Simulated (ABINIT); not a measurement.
# Sb (R-3m) in ABINIT: a series of runs

The runs below take Sb through relaxation of cell and atoms, single point, with PBE.

All numbers are computed with ABINIT 10.8.3 (patched build); they aren't measurements. Logs are shortened: lines on timing, memory, paths and dates and some standing lists are left out, and cuts for length are marked. The log counts tension as positive stress, the text compression.

## Step 1: The structure

Symmetry: R-3m, No. 166, trigonal system. Conventional cell: a = 4.308 Å, b = 4.308 Å, c = 11.274 Å, α = 90.00°, β = 90.00°, γ = 120.00°. Sb (site symmetry 3m) has 3 Sb at 2.91 Å as nearest neighbours.

## Step 2: Relaxation of cell and atoms, PBE

run.abi reads:

```
# Pseudopotentials
pp_dirpath "./"
pseudos "Sb.upf"

# Structure
acell 3*1.0 Angstrom
rprim
     2.1542000000     1.2437279499     3.7580000000
    -2.1542000000     1.2437279499     3.7580000000
     0.0000000000    -2.4874558998     3.7580000000
ntypat 1
znucl 51
natom 2
typat 1 1
chkprim 0
chksymtnons 0
tolsym 1.0e-6
xred
   0.7665100000   0.7665100000   0.7665100000
   0.2334900000   0.2334900000   0.2334900000

# Plane-wave basis
ecut 40.0
ecutsm 0.5

# k points
kptopt 1
ngkpt 6 6 6
nshiftk 1
shiftk 0.0 0.0 0.0

# Exchange and correlation
ixc 11

# Bands and occupations
nband 19
occopt 3
tsmear 0.00183747

# SCF cycle
nstep 80
tolvrs 1.0e-12

# Output
iomode 3
prteig 0
prtebands 0
prtwf 0
prtden 0

# Relaxation
ionmov 2
optcell 2
ntime 50
tolmxf 2.0e-5
dilatmx 1.08
```

Potentials or basis: PseudoDojo NC SR PBE v0.4.1 standard.

Command:

```console
$ mpirun --bind-to none -np 4 abinit run.abi > log 2>&1
```

run.abo:

```text
.Version 10.8.3 of ABINIT
 Symmetries : space group R-3 m (#166); Bravais hR (rhombohedral)
================================================================================
 Values of the parameters that define the memory need of the present run
     intxc =       0    ionmov =       2      iscf =       7    lmnmax =       6
     lnmax =       6     mgfft =      54  mpssoang =       3    mqgrid =    3001
     natom =       2  nloc_mem =       1    nspden =       1   nspinor =       1
    nsppol =       1      nsym =      12    n1xccc =    2501    ntypat =       1
    occopt =       3   xclevel =       2
       mpw =        6253          nfft =      157464          nkpt =          32
================================================================================
================================================================================

--------------------------------------------------------------------------------
------------- Echo of variables that govern the present computation ------------
--------------------------------------------------------------------------------
 -outvars: echo values of preprocessed input variables --------
            acell      1.8897261259E+00  1.8897261259E+00  1.8897261259E+00 Bohr
              amu      1.21753000E+02
          chkprim           0
      chksymtnons           0
          dilatmx      1.08000000E+00
             ecut      4.00000000E+01 Hartree
           ecutsm      5.00000000E-01 Hartree
           ionmov           2
              ixc          11
         kptrlatt        6    0    0      0    6    0      0    0    6
          kptrlen      4.88501762E+01
            natom           2
            nband          19
            ngfft          54      54      54
             nkpt          32
            nstep          80
             nsym          12
            ntime          50
           ntypat           1
           occopt           3
          optcell           2
           prtden           0
        prtebands           0
           prteig           0
            prtwf           0
            rprim      2.1542000000E+00  1.2437279499E+00  3.7580000000E+00
                      -2.1542000000E+00  1.2437279499E+00  3.7580000000E+00
                       0.0000000000E+00 -2.4874558998E+00  3.7580000000E+00
          spgroup         166
           tolmxf      2.00000000E-05
           tolsym      1.00000000E-06
           tolvrs      1.00000000E-12
           tsmear      1.83747000E-03 Hartree
            typat      1  1
           xangst      6.5944698456E-17 -2.8312531642E-17  8.6416337400E+00
                      -7.1942261302E-18 -4.0728238676E-17  2.6323662600E+00
            xcart      1.2461741954E-16 -5.3502930734E-17  1.6330321049E+01
                      -1.3595117074E-17 -7.6965216688E-17  4.9744512945E+00
             xred      7.6651000000E-01  7.6651000000E-01  7.6651000000E-01
                       2.3349000000E-01  2.3349000000E-01  2.3349000000E-01
            znucl       51.00000

================================================================================

 chkinp: Checking input parameters for consistency.

================================================================================
== DATASET  1 ==================================================================

--- !DatasetInfo
iteration_state: {dtset: 1, }
dimensions: {natom: 2, nkpt: 32, mband: 19, nsppol: 1, nspinor: 1, nspden: 1, mpw: 6253, }
cutoff_energies: {ecut:  40.0, pawecutdg:  -1.0, }
electrons: {nelect:   3.00000000E+01, charge:   0.00000000E+00, occopt:   3.00000000E+00, tsmear:   1.83747000E-03, }
meta: {optdriver: 0, ionmov: 2, optcell: 2, iscf: 7, paral_kgb: 0, }
...

 Exchange-correlation functional for the present dataset will be:
  GGA: Perdew-Burke-Ernzerhof functional - ixc=11
  J.P.Perdew, K.Burke, M.Ernzerhof, PRL 77, 3865 (1996)

 Real(R)+Recip(G) space primitive vectors, cartesian coordinates (Bohr,Bohr^-1):
 R(1)=  4.0708480  2.3503052  7.1015908  G(1)=  0.1228245  0.0709128  0.0469378
 R(2)= -4.0708480  2.3503052  7.1015908  G(2)= -0.1228245  0.0709128  0.0469378
 R(3)=  0.0000000 -4.7006104  7.1015908  G(3)=  0.0000000 -0.1418256  0.0469378
 Unit cell volume ucvol=  4.0767684E+02 bohr^3
 Angles (23,13,12)=  5.71101732E+01  5.71101732E+01  5.71101732E+01 degrees

 getcut: wavevector=  0.0000  0.0000  0.0000  ngfft=  54  54  54
         ecut(hartree)=     46.656   => boxcut(ratio)=   2.06249

--- Pseudopotential description ------------------------------------------------
- pspini: atom type   1  psp file is ./Sb.upf
  51.00000  15.00000  171031                  znucl, zion, pspdat
12 -101130 2 -1 1434                          pspcod,pspxc,lmax,lloc,mmax
     nproj     2     2     2

   1.59935275E+03                                ecore*ucvol(ha*bohr**3)
--------------------------------------------------------------------------------

================================================================================

=== [ionmov= 2] Broyden-Fletcher-Goldfarb-Shanno method (forces)
================================================================================

--- Iteration: ( 1/50) Internal Cycle: (1/1)
--------------------------------------------------------------------------------

---SELF-CONSISTENT-FIELD CONVERGENCE--------------------------------------------

--- !BeginCycle
iteration_state: {dtset: 1, itime: 1, icycle: 1, }
solver: {iscf: 7, nstep: 80, nline: 4, wfoptalg: 0, }
tolerances: {tolvrs: 1.00E-12, }
...
[... 1379 lines left out ...]
  4.13787283585156E+00  2.38900199567383E+00  7.31796714054476E+00
 -4.13787283585156E+00  2.38900199567383E+00  7.31796714054476E+00
  0.00000000000000E+00 -4.77800399134765E+00  7.31796714054476E+00
 Unitary Cell Volume (ucvol) [Bohr^3]=  4.34045599833479E+02
 Angles (23,13,12)= [degrees]
  5.65180337459733E+01  5.65180337459733E+01  5.65180337456034E+01
 Lengths [Bohr]
  8.73967763771094E+00  8.73967763771094E+00  8.73967763772938E+00
 Stress tensor in cartesian coordinates (strten) [Ha/bohr^3]
 -7.26408616192470E-08  0.00000000000000E+00  0.00000000000000E+00
  0.00000000000000E+00 -7.26410214549333E-08  0.00000000000000E+00
  0.00000000000000E+00  0.00000000000000E+00  5.14484659111525E-08
 Total energy (etotal) [Ha]= -1.81910195819480E+02

 Difference of energy with previous step (new-old):
           Absolute (Ha)=-7.95830E-08
           Relative     =-4.37485E-10

 At Broyd/MD step  14, gradients are converged :
  max grad (force/stress) = 7.2641E-06 < tolmxf= 2.0000E-05 ha/bohr (free atoms)

================================================================================

 ----iterations are completed or convergence reached----

 Mean square residual over all n,k,spin=   13.671E-16; max=  42.383E-14
 reduced coordinates (array xred) for    2 atoms
       0.768496062468      0.768496062468      0.768496062468
       0.231503937532      0.231503937532      0.231503937532
 rms dE/dt=  4.2513E-06; max dE/dt=  4.2513E-06; dE/dt below (all hartree)
    1      -0.000004251297     -0.000004251297     -0.000004251297
    2       0.000004251297      0.000004251297      0.000004251297

 cartesian coordinates (angstrom) at end:
    1     -0.00000000000000    -0.00000000000000     8.92800632166793
    2     -0.00000000000000    -0.00000000000000     2.68949799319045

 cartesian forces (hartree/bohr) at end:
    1      0.00000000000000    -0.00000000000000     0.00000058093957
    2     -0.00000000000000     0.00000000000000    -0.00000058093957
 frms,max,avg= 3.3540561E-07 5.8093957E-07   0.000E+00  0.000E+00  0.000E+00 h/b

 cartesian forces (eV/Angstrom) at end:
    1      0.00000000000000    -0.00000000000000     0.00002987311356
    2     -0.00000000000000     0.00000000000000    -0.00002987311356
 frms,max,avg= 1.7247250E-05 2.9873114E-05   0.000E+00  0.000E+00  0.000E+00 e/A
 length scales=  8.739677637711  8.739677637711  8.739677637729 bohr
              =  4.624838233378  4.624838233378  4.624838233387 angstroms
 Fermi (or HOMO) energy (hartree) =   0.22740   Average Vxc (hartree)=  -0.36054
 Eigenvalues (hartree) for nkpt=  32  k points:
 kpt#   1, nband= 19, wtk=  0.00463, kpt=  0.0000  0.0000  0.0000 (reduced coord)
  -0.85088   -0.85088   -0.84823   -0.84823   -0.84727   -0.84468   -0.84468   -0.84443
  -0.84202   -0.84202   -0.22286    0.04077    0.15815    0.16740    0.16740    0.29829
   0.32305    0.32305    0.42386
      occupation numbers for kpt#   1
   2.00000    2.00000    2.00000    2.00000    2.00000    2.00000    2.00000    2.00000
   2.00000    2.00000    2.00000    2.00000    2.00000    2.00000    2.00000    0.00000
   0.00000    0.00000    0.00000
 prteigrs : prtvol=0 or 1, do not print more k-points.

--- !EnergyTerms
iteration_state     : {dtset: 1, itime: 14, icycle: 1, }
comment             : Components of total free energy in Hartree
kinetic             :  1.06438704717669E+02
hartree             :  4.58300652175439E+01
xc                  : -4.54618349005772E+01
Ewald energy        : -1.05440976332011E+02
psp_core            :  3.68475743066805E+00
local_psp           : -1.48105960643187E+02
non_local_psp       : -3.88548694673211E+01
internal            : -1.81910113977216E+02
'-kT*entropy'       : -8.18422646999422E-05
total_energy        : -1.81910195819480E+02
total_energy_eV     : -4.95002860052592E+03
band_energy         : -1.65905439483388E+01
...

 rms coord change=  1.9861E-03   atom, delta coord (reduced):
     1        0.001986062468      0.001986062468      0.001986062468
     2       -0.001986062468     -0.001986062468     -0.001986062468

 Cartesian components of stress tensor (hartree/bohr^3)
  sigma(1 1)= -7.26408616E-08  sigma(3 2)=  0.00000000E+00
  sigma(2 2)= -7.26410215E-08  sigma(3 1)=  0.00000000E+00
  sigma(3 3)=  5.14484659E-08  sigma(2 1)=  0.00000000E+00

-Cartesian components of stress tensor (GPa)         [Pressure=  9.2022E-04 GPa]
- sigma(1 1)= -2.13716793E-03  sigma(3 2)=  0.00000000E+00
- sigma(2 2)= -2.13717264E-03  sigma(3 1)=  0.00000000E+00
- sigma(3 3)=  1.51366613E-03  sigma(2 1)=  0.00000000E+00

== END DATASET(S) ==============================================================
================================================================================

 -outvars: echo values of variables after computation  --------
            acell      8.7396776377E+00  8.7396776377E+00  8.7396776377E+00 Bohr
           etotal     -1.8191019582E+02
            fcart      1.9256283318E-23 -1.3148518254E-23  5.8093956554E-07
                      -1.9256283318E-23  1.3148518254E-23 -5.8093956554E-07
            rprim      4.7345829073E-01  2.7335127160E-01  8.3732689510E-01
                      -4.7345829073E-01  2.7335127160E-01  8.3732689510E-01
                       0.0000000000E+00 -5.4670254321E-01  8.3732689510E-01
           strten     -7.2640861619E-08 -7.2641021455E-08  5.1448465911E-08
                       0.0000000000E+00  0.0000000000E+00  0.0000000000E+00
           xangst     -8.6988823954E-17 -1.8124258756E-17  8.9280063217E+00
                      -2.6437284405E-17 -3.7275912439E-17  2.6894979932E+00
             xred      7.6849606247E-01  7.6849606247E-01  7.6849606247E-01
                       2.3150393753E-01  2.3150393753E-01  2.3150393753E-01
 Calculation completed.
```

Run time: 5.7 min. Hardware: 4 MPI ranks of Intel Xeon 6975P-C (Granite Rapids), shared host; peak memory 0.48 GiB.

Results:

```
Free energy                            : -4950.0286 eV
Relaxed volume                         : 32.16 Å³/atom
Relaxed cell                           : a = 4.625 Å, b = 4.625 Å, c = 4.625 Å, α = 56.52°, β = 56.52°, γ = 56.52°
Space group after relaxing (to 0.05 Å) : R-3m (No. 166)
Energy gained by relaxing              : 15.0 meV/atom
Ionic steps                            : 14
Pressure after relaxing                : 0.0 GPa
Band gap on the k mesh                 : none (metal or under the smearing width)
```

Step by step:
| step | energy change (eV) | largest force (eV/Å) | pressure (GPa) | volume (Å³) |
| --- | --- | --- | --- | --- |
| 1 | 0.0000 | 0.0945 | 2.83 | 60.41 |
| 2 | -0.0085 | 0.0389 | 2.27 | 60.94 |
| 3 | -0.0250 | 0.1508 | 0.22 | 63.14 |
| 4 | -0.0257 | 0.1534 | 0.06 | 63.38 |
| 5 | -0.0275 | 0.1213 | -0.24 | 63.98 |
| 6 | -0.0287 | 0.0600 | -0.26 | 64.26 |
| 7 | -0.0292 | 0.0020 | -0.10 | 64.24 |
| 8 | -0.0293 | 0.0124 | 0.00 | 64.14 |
| 9 | -0.0294 | 0.0175 | 0.08 | 64.06 |
| 10 | -0.0296 | 0.0197 | 0.15 | 64.01 |
| 11 | -0.0298 | 0.0156 | 0.16 | 64.05 |
| 12 | -0.0299 | 0.0064 | 0.09 | 64.19 |
| 13 | -0.0300 | 0.0008 | 0.02 | 64.29 |
| 14 | -0.0300 | 0.0000 | 0.00 | 64.32 |

Final structure:
```
Sb
1.0
     2.18967    1.26421    3.87250
    -2.18967    1.26421    3.87250
     0.00000   -2.52841    3.87250
Sb
2
Cartesian
  0.0000 0.0000 8.9280
  0.0000 0.0000 2.6895
```

Spin-orbit coupling is left out, which matters for the levels of Sb. Zero-point motion and thermal expansion aren't in these numbers.

## Step 3: Single point, PBE (cell relaxed)

run.abi reads:

```
# Pseudopotentials
pp_dirpath "./"
pseudos "Sb.upf"

# Structure
acell 8.739677638 8.739677638 8.7396776406
rprim
     0.4734582915     0.2733512710     0.8373268949
    -0.4734582915     0.2733512710     0.8373268949
     0.0000000000    -0.5467025439     0.8373268946
ntypat 1
znucl 51
natom 2
typat 1 1
xred
     0.7684960600     0.7684960600     0.7684960600
     0.2315039400     0.2315039400     0.2315039400
chkprim 0
chksymtnons 0
tolsym 1.0e-6

# Plane-wave basis
ecut 1088.455450 eV

# k points
kptopt 1
ngkpt 6 6 6
nshiftk 1
shiftk 0.0 0.0 0.0

# Exchange and correlation
ixc 11

# Bands and occupations
nband 19
occopt 3
tsmear 0.00183747

# SCF cycle
nstep 100
tolvrs 1.0e-10

# Output
iomode 3
prtwf 0
prtden 0
prteig 0
prtebands 0
enunit 2
prtvol 2
```

Potentials or basis: PseudoDojo NC SR PBE v0.4.1 standard.

Command:

```console
$ mpirun --bind-to none -np 4 abinit run.abi > log 2>&1
```

Wall time 22 s (4 MPI ranks of Intel Xeon 6975P-C (Granite Rapids), shared host); peak memory 0.4 GiB.

It converged, with:

```yaml
Free_energy: -4950.0289 eV
Pressure: -0.1 GPa
Band_gap_on_the_k_mesh: none (metal or under the smearing width)
Valence_electrons_inside_the_program's_atomic_spheres: Sb 11.19 (radii [1.0584] Å)
```

Levels at points of the mesh, in eV from the Fermi level:
```csv
k point,band 13,band 14,band 15,band 16,band 17,band 18
"(0.00, 0.00, 0.00)",-1.88,-1.63,-1.63,1.93,2.60,2.60
"(0.50, 0.00, 0.00)",-1.88,-1.79,-0.23,-0.18,0.31,0.76
"(0.50, 0.50, 0.00)",-4.98,-3.41,-3.34,1.68,4.66,5.40
"(0.50, 0.50, 0.50)",-1.23,-1.23,-0.53,0.36,0.36,1.17
```
